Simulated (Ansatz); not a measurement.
Space group P6_3/mmc (No. 194). a = 3.905 Å, b = 3.905 Å, c = 6.416 Å, α = 90.00°, β = 90.00°, γ = 120.00°
```json
{"atom": "Ca", "site": "2c", "symmetry": "-6m2", "x": "0.3333", "y": "0.6667", "z": "0.2500"}
```

Equation of state of this Ca structure (not necessarily the ground state), with shape and atoms relaxed at each volume where symmetry leaves them free. It has no gap at any of these volumes. The calculation used DFT PBE, scalar-relativistic, plane waves, PAW (Ansatz 0.2.0).

Settings: cutoff 420 eV, Γ-centred mesh 12×12×8 on the computed 2-atom cell, Gaussian smearing of 0.10 eV; no spin polarisation.

```tsv
V (Å³/atom)	E − E(largest V) (meV/atom)	P (GPa)
37.291	18.90	2.73
38.562	0.56	1.91
39.833	-11.61	1.19
41.105	-18.38	0.56
42.376	-20.42	0.00
43.647	-18.30	-0.49
44.918	-12.54	-0.92
46.613	0.00	-1.41
```

Fit a third-order Birch–Murnaghan equation to E(V).

V0 = 42.34 Å³/atom, B0 = 17 GPa, B0' = 3.4.

This form isn't the element's structure at ambient conditions.

Cost: 8 runs of about 1.9 core-minutes in all, on Arm Neoverse V2 (shared hosts).